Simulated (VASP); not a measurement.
# AlN (P6_3mc) in VASP: a series of runs, part 2 of 5

VASP 6.6.1. Earlier steps stand in the parts before.

**3. Dielectric tensor, LDA**

File INCAR:

```
SYSTEM = AlN
ALGO     = Normal         ! electronic algorithm
EDIFF    = 1E-8           ! SCF threshold, eV
ENCUT    = 600            ! plane-wave cutoff, eV
ISIF     = 2              ! what is computed and relaxed
ISMEAR   = 0              ! smearing method
LASPH    = .TRUE.         ! aspherical terms in the spheres
LCHARG   = .FALSE.        ! write CHGCAR
LEPSILON = .TRUE.         ! dielectric tensor by DFPT
LREAL    = .FALSE.        ! projectors in reciprocal space
LWAVE    = .FALSE.        ! write WAVECAR
NELM     = 80             ! most SCF steps
PREC     = Accurate       ! precision mode
SIGMA    = 0.03           ! smearing width, eV
```

File KPOINTS:

```
k-points
0
G
  12 12 6
  0 0 0
```

File POSCAR:

```
AlN                                     
1.0
    3.0912892629      0.0000000000      0.0000000000
   -1.5456446315      2.6771350322      0.0000000000
    0.0000000000      0.0000000000      4.9479177818
  Al              N             
     2     2
Direct
     0.3333333332999970    0.6666666667000030    0.9990259567857862
     0.6666666667000030    0.3333333332999970    0.4990259567857862
     0.3333333332999970    0.6666666667000030    0.3809740432142164
     0.6666666667000030    0.3333333332999970    0.8809740432142164
```

Potentials or basis: VASP PAW LDA potentials, release 64 (Al, N).

Run with:

```bash
$ cat potpaw_LDA.64/Al/POTCAR potpaw_LDA.64/N/POTCAR > POTCAR
$ mpirun -np 1 vasp_std > vasp.out
```

OUTCAR:

```text
SYSTEM = AlN
   EDIFF = 1E-8
   ENCUT = 600
   ISIF = 2
   ISMEAR = 0
   LASPH = .TRUE.
   LEPSILON = .TRUE.
   LREAL = .FALSE.
   NELM = 80
   PREC = Accurate

 ion  position               nearest neighbor table
   1  0.333  0.667  0.999-   4 1.88   4 1.88   4 1.88   3 1.89   2 3.05   2 3.05   2 3.05   2 3.05
                             2 3.05   2 3.05
   2  0.667  0.333  0.499-   3 1.88   3 1.88   3 1.88   4 1.89   1 3.05   1 3.05   1 3.05   1 3.05
                             1 3.05   1 3.05
   3  0.333  0.667  0.381-   2 1.88   2 1.88   2 1.88   1 1.89
   4  0.667  0.333  0.881-   1 1.88   1 1.88   1 1.88   2 1.89

  LATTYP: Found a hexagonal cell.
 ALAT       =     3.0912892629
 C/A-ratio  =     1.6006000607

  Lattice vectors:

 A1 = (   3.0912892629,   0.0000000000,   0.0000000000)
 A2 = (  -1.5456446315,   2.6771350322,   0.0000000000)
 A3 = (   0.0000000000,   0.0000000000,   4.9479177818)

Analysis of symmetry for initial positions (statically):
=====================================================================
 Subroutine PRICEL returns:
 Original cell was already a primitive cell.

 Routine SETGRP: Setting up the symmetry group for a
 hexagonal supercell.

 Subroutine GETGRP returns: Found 12 space group operations
 (whereof  6 operations were pure point group operations)
 out of a pool of 24 trial point group operations.

[... 597 lines left out ...]
 PIEZOELECTRIC TENSOR FIELD DIRECTION 3  (e Angst)
 -----------------------------------------------------------------------------
     0.65362 -0.00000  0.00000           (  0.00872 -0.00000  0.00000)
    -0.00000  0.65362 -0.00000           ( -0.00000  0.00872  0.00000)
     0.00000 -0.00000 -0.96974           (  0.00000  0.00000 -0.01306)

 PIEZOELECTRIC TENSOR FIELD DIRECTION 3  (C/m^2)
 -----------------------------------------------------------------------------
     0.25574 -0.00000  0.00000
    -0.00000  0.25574 -0.00000
     0.00000 -0.00000 -0.37943

 MACROSCOPIC STATIC DIELECTRIC TENSOR (including local field effects in DFT)
 ------------------------------------------------------
           4.400540    -0.000000     0.000000
          -0.000000     4.400540     0.000000
           0.000000     0.000000     4.623451
 ------------------------------------------------------

 PIEZOELECTRIC TENSOR (including local field effects)  for field in x, y, z        (e  Angst)
          XX          YY          ZZ          XY          YZ          ZX
  --------------------------------------------------------------------------------
  x    -0.00000     0.00000     0.00000    -0.00000    -0.00000     0.85455
  y    -0.00000     0.00000    -0.00000    -0.00000     0.85455    -0.00000
  z     0.65362     0.65362    -0.96974    -0.00000     0.00000     0.00000

 PIEZOELECTRIC TENSOR (including local field effects)  for field in x, y, z        (C/m^2)
          XX          YY          ZZ          XY          YZ          ZX
  --------------------------------------------------------------------------------
  x    -0.00000     0.00000     0.00000    -0.00000    -0.00000     0.33436
  y    -0.00000     0.00000    -0.00000    -0.00000     0.33436    -0.00000
  z     0.25574     0.25574    -0.37943    -0.00000     0.00000     0.00000

 BORN EFFECTIVE CHARGES (including local field effects) (in |e|, cummulative output)
 ---------------------------------------------------------------------------------
 ion    1
    1     2.50977    -0.00000    -0.00000
    2    -0.00000     2.50977    -0.00000
    3    -0.00000     0.00000     2.67209
 ion    2
    1     2.50977    -0.00000    -0.00000
    2    -0.00000     2.50977     0.00000
    3     0.00000     0.00000     2.67209
 ion    3
    1    -2.50977     0.00000    -0.00000
    2     0.00000    -2.50977    -0.00000
    3     0.00000     0.00000    -2.67209
 ion    4
    1    -2.50977     0.00000     0.00000
    2     0.00000    -2.50977     0.00000
    3    -0.00000     0.00000    -2.67209
```

Wall time 7.1 min (1 thread of Intel Xeon Platinum 8259CL at 2.50GHz (Skylake/Cascade Lake), shared host); peak memory 0.45 GiB.

Results:

```yaml
Band_gap_on_the_k_mesh: 4.40 eV, direct
Electronic_dielectric_tensor_diagonal: 4.40, 4.40, 4.62
Born_charges_mean_of_the_diagonal: Al +2.56; N -2.56 e
```

Electronic dielectric tensor:
```
4.40 0.00 0.00
0.00 4.40 0.00
0.00 0.00 4.62
```

Born effective charge tensors (e):
atom 1, Al
```
2.51 0.00 0.00
0.00 2.51 0.00
0.00 0.00 2.67
```
atom 2, Al
```
2.51 0.00 0.00
0.00 2.51 0.00
0.00 0.00 2.67
```
atom 3, N
```
-2.51  0.00  0.00
 0.00 -2.51  0.00
 0.00  0.00 -2.67
```
atom 4, N
```
-2.51  0.00  0.00
 0.00 -2.51  0.00
 0.00  0.00 -2.67
```

**4. Phonons, LDA, target pressure -1.5 GPa, at which the enthalpy is minimised**

File POSCAR:

```
AlN
1.0
    3.0912892629      0.0000000000      0.0000000000
   -1.5456446315      2.6771350322     -0.0000000000
    0.0000000000      0.0000000000      4.9479177818
  Al              N
     2     2
Direct
     0.3333333332999970    0.6666666667000030    0.9990259567857883
     0.6666666667000030    0.3333333332999970    0.4990259567857884
     0.3333333332999970    0.6666666667000030    0.3809740432142142
     0.6666666667000030    0.3333333332999970    0.8809740432142142
```

File INCAR.step1:

```
SYSTEM = AlN
ALGO     = Normal         ! electronic algorithm
EDIFF    = 1E-8           ! SCF threshold, eV
EDIFFG   = -0.002         ! ionic threshold
ENCUT    = 600            ! plane-wave cutoff, eV
IBRION   = 2              ! ionic algorithm
ISIF     = 3              ! what is computed and relaxed
ISMEAR   = 0              ! smearing method
LASPH    = .TRUE.         ! aspherical terms in the spheres
LCHARG   = .FALSE.        ! write CHGCAR
LREAL    = .FALSE.        ! projectors in reciprocal space
LWAVE    = .FALSE.        ! write WAVECAR
NELM     = 80             ! most SCF steps
NSW      = 40             ! ionic steps
PREC     = Accurate       ! precision mode
PSTRESS  = -15.0        
SIGMA    = 0.03           ! smearing width, eV
```

File INCAR.step2:

```
SYSTEM = AlN
ALGO     = Normal         ! electronic algorithm
EDIFF    = 1E-8           ! SCF threshold, eV
ENCUT    = 600            ! plane-wave cutoff, eV
IBRION   = 6              ! ionic algorithm
ISIF     = 2              ! what is computed and relaxed
ISMEAR   = 0              ! smearing method
LASPH    = .TRUE.         ! aspherical terms in the spheres
LCHARG   = .FALSE.        ! write CHGCAR
LREAL    = .FALSE.        ! projectors in reciprocal space
LWAVE    = .FALSE.        ! write WAVECAR
NELM     = 80             ! most SCF steps
NFREE    = 2            
NSW      = 1              ! ionic steps
POTIM    = 0.015          ! step
PREC     = Accurate       ! precision mode
PSTRESS  = -15.0        
SIGMA    = 0.03           ! smearing width, eV
```

KPOINTS is that of step 3.

Potentials or basis: VASP PAW LDA potentials, release 64 (Al, N).

Run with:

```bash
$ cat potpaw_LDA.64/Al/POTCAR potpaw_LDA.64/N/POTCAR > POTCAR
$ cp INCAR.step1 INCAR
$ mpirun -np 1 vasp_std > vasp.out
$ cp CONTCAR POSCAR
$ cp INCAR.step2 INCAR
$ mpirun -np 1 vasp_std > vasp.out
```

OUTCAR:

```text
SYSTEM = AlN
   EDIFF = 1E-8
   ENCUT = 600
   IBRION = 6
   ISIF = 2
   ISMEAR = 0
   LASPH = .TRUE.
   LREAL = .FALSE.
   NELM = 80
   NFREE = 2
   NSW = 1
   POTIM = 0.015
   PREC = Accurate
   PSTRESS = -15.0

 ion  position               nearest neighbor table
   1  0.333  0.667  0.999-   4 1.88   4 1.88   4 1.88   3 1.89   2 3.06   2 3.06   2 3.06   2 3.06
                             2 3.06   2 3.06
   2  0.667  0.333  0.499-   3 1.88   3 1.88   3 1.88   4 1.89   1 3.06   1 3.06   1 3.06   1 3.06
                             1 3.06   1 3.06
   3  0.333  0.667  0.381-   2 1.88   2 1.88   2 1.88   1 1.89
   4  0.667  0.333  0.881-   1 1.88   1 1.88   1 1.88   2 1.89

  LATTYP: Found a hexagonal cell.
 ALAT       =     3.0983046809
 C/A-ratio  =     1.6012994010

  Lattice vectors:

 A1 = (   3.0983046809,   0.0000000000,   0.0000000000)
 A2 = (  -1.5491523405,   2.6832105624,   0.0000000000)
 A3 = (   0.0000000000,   0.0000000000,   4.9613134297)

Analysis of symmetry for initial positions (statically):
=====================================================================
 Subroutine PRICEL returns:
 Original cell was already a primitive cell.

 Routine SETGRP: Setting up the symmetry group for a
 hexagonal supercell.

 Subroutine GETGRP returns: Found 12 space group operations
 (whereof  6 operations were pure point group operations)
 out of a pool of 24 trial point group operations.

The static configuration has the point symmetry C_3v.
 The point group associated with its full space group is C_6v.

Analysis of symmetry for dynamics (positions and initial velocities):
[... 502 lines left out ...]
 fundamental gap:      4.3614115940
 Fermi energy:         6.1107902405

 k-point     1 :       0.0000    0.0000    0.0000
  band No.  band energies     occupation
      1      -9.0948      2.00000
      2      -6.8334      2.00000
      3      -0.1013      2.00000
      4       5.1461      2.00000
      5       5.1461      2.00000
      6       5.8044      2.00000
      7       5.8044      2.00000
      8       5.9895      2.00000
      9      10.3509      0.00000
     10      12.6623      0.00000
     11      16.5692      0.00000
     12      17.0529      0.00000
[... 331 lines left out ...]
 k-point    24 :       0.3333    0.0000    0.1667
  band No.  band energies     occupation
      1      -7.7127      2.00000
      2      -6.4029      2.00000
      3       1.0132      2.00000
      4       2.0198      2.00000
      5       2.6308      2.00000
      6       4.2164      2.00000
      7       5.1854      2.00000
      8       5.3536      2.00000
      9      11.7780      0.00000
     10      12.5741      0.00000
     11      14.5571      0.00000
     12      16.0756      0.00000

 [... further k-points ...]
[... 5 lines left out ...]
  --------------------------------------------------------------------------------------
  -------------------------------------------------------------------------------------
  Total       -0.4734144     -0.4734144     -0.1893895      0.0000000      0.0000000      0.0000000
  in kB      -18.3897803    -18.3897803     -7.3568350      0.0000000      0.0000000      0.0000000
  external PRESSURE =       0.2878681 kB  Pullay stress =     -15.0000000 kB
[... 23 lines left out ...]
  energy  without entropy=      -32.8391967218  energy(sigma->0) =      -32.83919672

  enthalpy is  TOTEN    =       -33.2253468817 eV   P V=       -0.3861501599

 INTERNAL STRAIN TENSORS FROM DISPLACED ATOMS
 ============================================

 INTERNAL STRAIN TENSOR FOR ION    1 for displacements in x,y,z  (eV/Angst):
          X           Y           Z          XY          YZ          ZX
  --------------------------------------------------------------------------------
  x     0.00000    -0.00000     0.00000    -9.19446     0.00000    -5.46241
  y    -9.19446     9.19446    -0.00000    -0.00000    -5.46241     0.00000
  z    -5.66695    -5.66695    12.58643     0.00000     0.00000    -0.00000

 INTERNAL STRAIN TENSOR FOR ION    4 for displacements in x,y,z  (eV/Angst):
          X           Y           Z          XY          YZ          ZX
  --------------------------------------------------------------------------------
  x    -0.00000     0.00000     0.00000    10.77040    -0.00000     5.45965
  y    10.77040   -10.77040    -0.00000     0.00000     5.45965    -0.00000
  z     5.67760     5.67760   -12.58880    -0.00000     0.00000     0.00000

 Eigenvectors and eigenvalues of the dynamical matrix
 ----------------------------------------------------

   1 f  =   21.757570 THz   136.706843 2PiTHz  725.754410 cm-1    89.982038 meV
             X         Y         Z           dx          dy          dz
     -0.000000  1.788807  4.956790    -0.000000    0.000000   -0.001166
      1.549152  0.894404  2.476134    -0.000000    0.000000    0.001166
     -0.000000  1.788807  1.889822     0.000000   -0.000000   -0.707106
      1.549152  0.894404  4.370479     0.000000   -0.000000    0.707106
[... 71 lines left out ...]
  12 f/i=    0.000978 THz     0.006147 2PiTHz    0.032632 cm-1     0.004046 meV
             X         Y         Z           dx          dy          dz
     -0.000000  1.788807  4.956790    -0.538925   -0.196886    0.000000
      1.549152  0.894404  2.476134    -0.538925   -0.196886    0.000000
     -0.000000  1.788807  1.889822    -0.388181   -0.141814    0.000000
      1.549152  0.894404  4.370479    -0.388181   -0.141814    0.000000

 ELASTIC MODULI CONTR FROM IONIC RELAXATION (kBar)
 Direction    XX          YY          ZZ          XY          YZ          ZX
 --------------------------------------------------------------------------------
 XX        -742.5885    356.6586    428.2176      0.0000     -0.0000      0.0000
 YY         356.6586   -742.5885    428.2176      0.0000      0.0000      0.0000
 ZZ         428.2176    428.2176   -950.2778     -0.0000     -0.0000     -0.0000
 XY           0.0000      0.0000     -0.0000   -549.6235     -0.0000      0.0000
 YZ          -0.0000      0.0000     -0.0000     -0.0000   -150.0707      0.0000
 ZX           0.0000      0.0000     -0.0000      0.0000      0.0000   -150.0707
 --------------------------------------------------------------------------------
```

OUTCAR.step1:

```text
SYSTEM = AlN
   EDIFF = 1E-8
   EDIFFG = -0.002
   ENCUT = 600
   IBRION = 2
   ISIF = 3
   ISMEAR = 0
   LASPH = .TRUE.
[... 872 lines left out ...]
  -------------------------------------------------------------------------------------
  Total       -0.3883488     -0.3883488     -0.3859755      0.0000000      0.0000000      0.0000000
  in kB      -15.0854069    -15.0854069    -14.9932157      0.0000000      0.0000000      0.0000000
  external PRESSURE =      -0.0546765 kB  Pullay stress =     -15.0000000 kB
[... 23 lines left out ...]
  energy  without entropy=      -32.8411559834  energy(sigma->0) =      -32.84115598

  enthalpy is  TOTEN    =       -33.2273061433 eV   P V=       -0.3861501599

 reached required accuracy - stopping structural energy minimisation
```

OSZICAR.step1:

```text
N       E                     dE             d eps       ncg     rms          rms(c)
DAV:   1     0.564478475782E+02    0.56448E+02   -0.83671E+03  1824   0.135E+03
DAV:   2    -0.338492407090E+02   -0.90297E+02   -0.83084E+02  2624   0.226E+02
DAV:   3    -0.379470704808E+02   -0.40978E+01   -0.40775E+01  2400   0.524E+01
[... 55 lines left out ...]
       N       E                     dE             d eps       ncg     rms          rms(c)
DAV:   1    -0.328411564371E+02   -0.40624E-04   -0.60981E-05  1840   0.746E-02    0.446E-03
DAV:   2    -0.328411560273E+02    0.40979E-06   -0.20129E-06  2252   0.123E-02    0.156E-03
DAV:   3    -0.328411559905E+02    0.36765E-07   -0.12079E-07  1984   0.296E-03    0.537E-04
DAV:   4    -0.328411559834E+02    0.71077E-08   -0.15177E-08   964   0.117E-03
   8 F= -.33227306E+02 E0= -.33227306E+02  d E =-.132191E-05
```

It took 12 min on 1 thread of Intel Xeon Platinum 8259CL at 2.50GHz (Skylake/Cascade Lake), shared host; peak memory 0.49 GiB.

What came out:

| Property | Result |
| --- | --- |
| Relaxed volume | 10.31 Å³/atom |
| Relaxed cell | a = 3.098 Å, b = 3.098 Å, c = 4.961 Å, α = 90.00°, β = 90.00°, γ = 120.00° |
| Space group after relaxing (to 0.05 Å) | P6_3mc (No. 186) |
| Highest phonon frequency at Γ, LO-TO splitting left out | 726 cm⁻¹ |

Step by step:
```csv
step,energy change (eV),largest force (eV/Å),pressure (GPa),volume (Å³)
1,0.0000,0.0002,0.00,40.95
2,0.0051,0.0056,-2.85,41.52
3,0.0014,0.0029,-1.50,41.24
4,0.0013,0.0028,-1.47,41.24
5,0.0013,0.0031,-1.47,41.24
6,0.0013,0.0032,-1.47,41.24
7,0.0014,0.0019,-1.53,41.25
8,0.0014,0.0002,-1.51,41.25
```

Final structure:
```xyz
4
Lattice="3.0983 0.0000 0.0000 -1.5492 2.6832 0.0000 0.0000 0.0000 4.9613" Properties=species:S:1:pos:R:3 pbc="T T T"
Al    0.0000    1.7888    4.9568
Al    1.5492    0.8944    2.4761
N     0.0000    1.7888    1.8898
N     1.5492    0.8944    4.3705
```

Phonon frequencies in cm⁻¹ (negative: imaginary):
| q point | frequencies |
| --- | --- |
| (0.000, 0.000, 0.000) | 0 0 0 239 239 550 618 663 663 675 675 726 |

(Continued in part 3 of 5.)
